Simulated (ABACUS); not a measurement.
InP:

```
In P
1.0
     0.00000    2.93050    2.93050
     2.93050    0.00000    2.93050
     2.93050    2.93050    0.00000
In P
1 1
Direct
  0.00000 0.00000 0.00000
  0.75000 0.75000 0.75000
```

* Program: ABACUS 3.10.1
* Task: relaxation of cell and atoms
* Functional: BLYP
* Potentials or basis: SPMS ONCV 1.0 PBE
* Cutoff: 1361 eV
* Density cutoff: 5442 eV
* Basis: DZP LCAO (the cutoffs set its grid)
* k mesh: 7 × 7 × 7
* Occupations: fermi-dirac, width 0.05 eV
* Spin: no spin polarisation

At the start: pressure 7.4 GPa; volume 25.17 Å³/atom.

Q: How do energy, volume and symmetry change on relaxing?

A: Over 35 steps the energy falls by 63.4 meV/atom and the volume is 28.24 Å³/atom (+12.2 %); space group F-43m (No. 216, to 0.05 Å).

Step by step:
| step | energy change (eV) | largest force (eV/Å) | pressure (GPa) | volume (Å³) |
| --- | --- | --- | --- | --- |
| 1 | 0.0000 | 0.0000 | 7.44 | 50.33 |
| 2 | -0.1033 | 0.0000 | -2.26 | 59.68 |
| 3 | -0.1268 | 0.0000 | 0.02 | 56.47 |
| 4 | -0.1268 | 0.0000 | 0.02 | 56.47 |
| 5 | -0.1268 | 0.0000 | 0.02 | 56.47 |
| 6 | -0.1268 | 0.0000 | 0.02 | 56.47 |
| 7 | -0.1268 | 0.0000 | 0.02 | 56.47 |
| 8 | -0.1268 | 0.0000 | 0.02 | 56.47 |
| 9 | -0.1268 | 0.0000 | 0.02 | 56.47 |
| 10 | -0.1268 | 0.0000 | 0.02 | 56.47 |
| 11 | -0.1268 | 0.0000 | 0.02 | 56.47 |
| 12 | -0.1268 | 0.0000 | 0.02 | 56.47 |
| 13 | -0.1268 | 0.0000 | 0.02 | 56.47 |
| 14 | -0.1268 | 0.0000 | 0.02 | 56.47 |
| 15 | -0.1268 | 0.0000 | 0.02 | 56.47 |
| 16 | -0.1268 | 0.0000 | 0.02 | 56.47 |
| 17 | -0.1268 | 0.0000 | 0.02 | 56.47 |
| 18 | -0.1268 | 0.0000 | 0.02 | 56.47 |
| 19 | -0.1268 | 0.0000 | 0.02 | 56.47 |
| 20 | -0.1268 | 0.0000 | 0.02 | 56.47 |
| 21 | -0.1268 | 0.0000 | 0.02 | 56.47 |
| 22 | -0.1268 | 0.0000 | 0.02 | 56.47 |
| 23 | -0.1268 | 0.0000 | 0.02 | 56.47 |
| 24 | -0.1268 | 0.0000 | 0.02 | 56.47 |
| 25 | -0.1268 | 0.0000 | 0.02 | 56.47 |
| 26 | -0.1268 | 0.0000 | 0.02 | 56.47 |
| 27 | -0.1268 | 0.0000 | 0.02 | 56.47 |
| 28 | -0.1268 | 0.0000 | 0.02 | 56.47 |
| 29 | -0.1268 | 0.0000 | 0.02 | 56.47 |
| 30 | -0.1268 | 0.0000 | 0.02 | 56.47 |
| 31 | -0.1268 | 0.0000 | 0.02 | 56.47 |
| 32 | -0.1268 | 0.0000 | 0.02 | 56.47 |
| 33 | -0.1268 | 0.0000 | 0.02 | 56.47 |
| 34 | -0.1268 | 0.0000 | 0.02 | 56.47 |
| 35 | -0.1268 | 0.0000 | 0.02 | 56.48 |

Final structure:
```xyz
2
Lattice="0.0000 3.0452 3.0452 3.0452 0.0000 3.0452 3.0452 3.0452 0.0000" Properties=species:S:1:pos:R:3 pbc="T T T"
In    0.0000    0.0000    0.0000
P     4.5677    4.5677    4.5677
```

Caveat: the atomic orbitals were generated for these runs and aren't a published set; the potentials were made for another functional, which shifts forces and pressure; the volume moved by +12 % from the deposited cell, more than functionals usually miss; the basis of atomic orbitals isn't converged, which shifts pressures, moduli and gaps.
